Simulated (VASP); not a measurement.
# Na (Fm-3m) in VASP: relaxation of cell and atoms with PBEsol

Aim: the relaxation of cell and atoms of Na with PBEsol.

Program: VASP 6.6.1. These are calculated values, not measurements. Logs are shortened: lines on timing, memory, paths and dates and some standing lists are left out, and cuts for length are marked.

## Step 1: The crystal as given

It takes space group Fm-3m (No. 225, cubic). The conventional cell has a = 5.248 Å, b = 5.248 Å, c = 5.248 Å, α = 90.00°, β = 90.00°, γ = 90.00°. Na (site symmetry m-3m) is surrounded by 12 Na at 3.71 Å.

The cell was built by a generator and needn't be a form met in nature.

## Step 2: Relaxation of cell and atoms, PBEsol

INCAR reads:

```
SYSTEM = Na
ALGO = Normal ; EDIFF = 1E-7
EDIFFG = -0.01 ; ENCUT = 600
GGA = PS ; IBRION = 2
ISIF = 3 ; ISMEAR = 0
LASPH = .TRUE. ; LCHARG = .FALSE.
LREAL = .FALSE. ; LWAVE = .FALSE.
NELM = 100 ; NSW = 100
PREC = Accurate ; SIGMA = 0.1
```

KPOINTS reads:

```
k-points
0
G
  14 14 14
  0 0 0
```

POSCAR reads:

```
Na
1.0
    0.0000000000      2.6238630791      2.6238630791
    2.6238630791      0.0000000000      2.6238630791
    2.6238630791      2.6238630791      0.0000000000
Na
1
Direct
    0.0000000000      0.0000000000      0.0000000000
```

Potentials or basis: VASP PAW PBE potentials, release 64 (Na_pv).

Launch:

```
$ cat potpaw_PBE.64/Na_pv/POTCAR > POTCAR
$ mpirun -np 1 vasp_std > vasp.out
```

OUTCAR:

```text
SYSTEM = Na
   EDIFF = 1E-7
   EDIFFG = -0.01
   ENCUT = 600
   GGA = PS
   IBRION = 2
   ISIF = 3
   ISMEAR = 0
   LASPH = .TRUE.
   LREAL = .FALSE.
   NELM = 100
   NSW = 100
   PREC = Accurate

 ion  position               nearest neighbor table
   1  0.000  0.000  0.000-

  LATTYP: Found a face centered cubic cell.
 ALAT       =     5.2477261582

  Lattice vectors:

 A1 = (   0.0000000000,   2.6238630791,   2.6238630791)
 A2 = (   2.6238630791,   0.0000000000,   2.6238630791)
 A3 = (   2.6238630791,   2.6238630791,   0.0000000000)

Analysis of symmetry for initial positions (statically):
=====================================================================
 Subroutine PRICEL returns:
 Original cell was already a primitive cell.

 Routine SETGRP: Setting up the symmetry group for a
 face centered cubic supercell.

 Subroutine GETGRP returns: Found 48 space group operations
 (whereof 48 operations were pure point group operations)
 out of a pool of 48 trial point group operations.

The static configuration has the point symmetry O_h .

Analysis of symmetry for dynamics (positions and initial velocities):
=====================================================================
 Subroutine PRICEL returns:
 Original cell was already a primitive cell.

 Routine SETGRP: Setting up the symmetry group for a
 face centered cubic supercell.

 Subroutine GETGRP returns: Found 48 space group operations
 (whereof 48 operations were pure point group operations)
 out of a pool of 48 trial point group operations.

The dynamic configuration has the point symmetry O_h .

 Subroutine INISYM returns: Found 48 space group operations
 (whereof 48 operations are pure point group operations),
 and found     1 'primitive' translations

----------------------------------------------------------------------------------------

                                     Primitive cell

  volume of cell :      36.1288

  direct lattice vectors                    reciprocal lattice vectors
     0.000000000  2.623863079  2.623863079    -0.190558724  0.190558724  0.190558724
     2.623863079  0.000000000  2.623863079     0.190558724 -0.190558724  0.190558724
     2.623863079  2.623863079  0.000000000     0.190558724  0.190558724 -0.190558724

  length of vectors
     3.710702752  3.710702752  3.710702752     0.330057392  0.330057392  0.330057392

[... 79 lines left out ...]
   LREAL  =      F    real-space projection
   EDIFFG = -.1E-01   stopping-criterion for IOM
   NSW    =    100    number of steps for IOM
   IBRION =      2    ionic relax: 0-MD 1-quasi-New 2-CG
   NFREE  =      1    steps in history (QN), initial steepest desc. (CG)
   ISIF   =      3    stress and relaxation
   ISYM   =      2    0-nonsym 1-usesym 2-fastsym
   POTIM  = 0.5000    time-step for ionic-motion
   TEBEG  =    0.0;   TEEND  =   0.0 temperature during run
   PSTRESS=    0.0 pullay stress
   NELECT =       7.0000    total number of electrons
   NUPDOWN=      -1.0000    fix difference up-down
   EMIN   =  10.00;   EMAX   =-10.00  energy-range for DOS
   EFERMI =   0.00;   METHOD = LEGACY
   ISMEAR =     0;   SIGMA  =   0.10  broadening in eV -4-tet -1-fermi 0-gaus
   EFERMI_NEDOS =   21; number of points for ismear=-14 and -15
   IALGO  =     38    algorithm
   IMIX   =      4    mixing-type and parameters
     AMIX     =   0.40;   BMIX     =  1.00
     AMIX_MAG =   1.60;   BMIX_MAG =  1.00
  volume/ion in A,a.u.               =      36.13       243.81
  Fermi-wavevector in a.u.,A,eV,Ry     =   0.947305  1.790146 12.209680  0.897386
  Thomas-Fermi vector in A             =   2.075385
   LORBIT       =      0    0 simple, 1 ext, 2 COOP (PROOUT), +10 PAW based schemes
   GGA     = PS    functional components
   LHFCALC =     F    Hartree Fock is set to
   AEXX    =    0.0000 exact exchange contribution
   IVDW    =     0    specifies the selected vdW correction
   LEPSILON=     F    determine dielectric tensor
   LRPA    =     F    only Hartree local field effects (RPA)
 conjugate gradient relaxation of ions
 non-spin polarized calculation
 Gauss-broadening in eV      SIGMA  =   0.10
  energy-cutoff  :      600.00
  volume of cell :       36.13
 maximum number of plane-waves:      1243
 NGX is ok and might be reduce to    30
   NGX = 15   NGY = 15   NGZ = 15

 number of electron       7.0000009 magnetization

 Free energy of the ion-electron system (eV)
  ---------------------------------------------------
  ext. energy  EPLUGINS =         0.00000000
  ---------------------------------------------------
  free energy    TOTEN  =        -1.40243915 eV

  energy without entropy =       -1.40014507  energy(sigma->0) =       -1.40129211

 E-fermi :   0.3672     XC(G=0):  -6.5691

 val. band max:        0.2866369207   @ k =   0.5000   0.3571   0.1429
 cond. band min:       0.3938761910   @ k =   0.5000   0.2857   0.0714
 fundamental gap:      0.1072392704
 Fermi energy:         0.3671736308

 k-point     1 :       0.0000    0.0000    0.0000
  band No.  band energies     occupation
      1     -24.3820      2.00000
      2     -24.3820      2.00000
      3     -24.3820      2.00000
      4      -2.9544      2.00000
      5      11.6289      0.00000
      6      11.6290      0.00000
      7      11.6290      0.00000
[... 221 lines left out ...]
 k-point    24 :       0.2857    0.1429    0.0000
  band No.  band energies     occupation
      1     -24.4013      2.00000
      2     -24.3874      2.00000
      3     -24.3870      2.00000
      4      -1.7001      2.00000
      5       6.4829      0.00000
      6       9.3270      0.00000
      7       9.4508      0.00000

 [... further k-points ...]

------------------------ aborting loop because EDIFF is reached ----------------------------------------

  FORCE on cell =-STRESS in cart. coord.  units (eV):
  Direction    XX          YY          ZZ          XY          YZ          ZX
  --------------------------------------------------------------------------------------
  -------------------------------------------------------------------------------------
  Total        0.0075725      0.0075725      0.0075725      0.0000000      0.0000000     -0.0000000
  in kB        0.3358124      0.3358124      0.3358124      0.0000000      0.0000000     -0.0000000
  external PRESSURE =       0.3358124 kB  Pullay stress =       0.0000000 kB

 VOLUME and BASIS-vectors are now :
 -----------------------------------------------------------------------------
  energy-cutoff  :      600.00
  volume of cell :       36.13
      direct lattice vectors                 reciprocal lattice vectors
     0.000000000  2.623863079  2.623863079    -0.190558724  0.190558724  0.190558724
     2.623863079  0.000000000  2.623863079     0.190558724 -0.190558724  0.190558724
     2.623863079  2.623863079  0.000000000     0.190558724  0.190558724 -0.190558724

 POSITION                                       TOTAL-FORCE (eV/Angst)
 -----------------------------------------------------------------------------------
      0.00000      0.00000      0.00000        -0.000000      0.000000      0.000000
 -----------------------------------------------------------------------------------
    total drift:                               -0.000000     -0.000000      0.000000

  FREE ENERGIE OF THE ION-ELECTRON SYSTEM (eV)
  ---------------------------------------------------
  free  energy   TOTEN  =        -1.4024391536 eV

  energy  without entropy=       -1.4001450674  energy(sigma->0) =       -1.40129211

 reached required accuracy - stopping structural energy minimisation
```

CONTCAR:

```text
Na
   1.00000000000000
     0.0000000000000000    2.6238630790999999    2.6238630790999999
     2.6238630790999999    0.0000000000000000    2.6238630790999999
     2.6238630790999999    2.6238630790999999    0.0000000000000000
  Na
     1
Direct
     0.0000000000000000    0.0000000000000000    0.0000000000000000

  0.00000000E+00  0.00000000E+00  0.00000000E+00
```

It took 13 s on 1 thread of Intel Xeon 6975P-C (Granite Rapids), shared host; peak memory 0.17 GiB.

Results:

```yaml
Free_energy: -1.4024 eV
Pressure_after_relaxing: 0.0 GPa
Band_gap_on_the_k_mesh: none (metal or under the smearing width)
```

Final structure:
```
Na
1.0
     0.00000    2.62386    2.62386
     2.62386    0.00000    2.62386
     2.62386    2.62386    0.00000
Na
1
Direct
  0.00000 0.00000 0.00000
```

Levels at points of the mesh, in eV from the Fermi level:
| k point | band 2 | band 3 | band 4 | band 5 | band 6 | band 7 |
| --- | --- | --- | --- | --- | --- | --- |
| (0.00, 0.00, 0.00) | -24.75 | -24.75 | -3.32 | 11.26 | 11.26 | 11.26 |
| (0.50, 0.00, 0.00) | -24.75 | -24.75 | 0.56 | 1.01 | 10.28 | 10.28 |
| (0.50, 0.50, 0.00) | -24.76 | -24.76 | 1.80 | 2.37 | 6.35 | 7.28 |

Caveat: the relaxation stopped at its first step, so nothing moved; the PAW data sets were made with another functional, which shifts forces and pressure a little.
